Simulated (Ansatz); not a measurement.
# EuS: equation of state with HF

The system is EuS.

```
Eu S
1.0
     0.00000    2.97850    2.97850
     2.97850    0.00000    2.97850
     2.97850    2.97850    0.00000
Eu S
1 1
Direct
  0.00000 0.00000 0.00000
  0.50000 0.50000 0.50000
```

```yaml
Program: Ansatz 0.2.0
Task: equation of state
Functional: HF
Potentials_or_basis: Ansatz PAW
Cutoff: 420 eV
Density_cutoff: 1680 eV
k_mesh: 4 × 4 × 4
Occupations: fermi-dirac, width 0.05 eV
Spin: collinear spin, ferromagnetic start
Starting_moments: "[7.0, 0.0] μB"
```

```
Equilibrium volume : 30.58 Å³/atom (rough: see the caveat)
Bulk modulus       : 48 GPa (rough)
```

Energy against volume, from the lowest point:
```
volume (Å³/atom)  energy (meV/atom)
          24.838             189.45
          25.367             143.28
          25.895             103.64
          26.424              70.08
          26.952              41.92
          27.481              18.49
          28.009               0.00
```

All runs of the series together: 3 min on 2 threads of Arm Neoverse V2 (shared host).

Caveat: the k mesh is coarse (spacing up to 0.46 Å⁻¹), so the values aren't converged, least of all with exact exchange; the potentials were made for another functional, which shifts forces and pressure; the magnetic or orbital state may not be the lowest; the minimum lies outside the volumes run. The state reached can hang on the start; a lower one may exist.
